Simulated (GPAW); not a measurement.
HfC:

```xyz
2
Lattice="0.0000 2.3250 2.3250 2.3250 0.0000 2.3250 2.3250 2.3250 0.0000" Properties=species:S:1:pos:R:3 pbc="T T T"
Hf    2.3250    2.3250    2.3250
C     0.0000    0.0000    0.0000
```

Base run:

- Program: GPAW 26.7.0
- Functional: rSCAN
- Potentials or basis: GPAW PAW data sets (gpaw-data 1.2.1)
- Cutoff: 800 eV
- Basis: pw
- k mesh: 8 × 8 × 8
- Occupations: fermi-dirac, width 0.05 eV
- Spin: spin-orbit coupling, no magnetisation

Its results: pressure -1.7 GPa.

Problem. The run is repeated on the same cell with these changes: functional from rSCAN to r2SCAN; band points from 60 to 80. What comes out?

Solution. Pressure -0.3 GPa.

Caveats: spin-orbit coupling was added after a scalar SCF, so levels and gaps hold it while energy, forces, pressure and moments don't; the PAW data sets were made with another functional, which shifts forces and pressure a little.
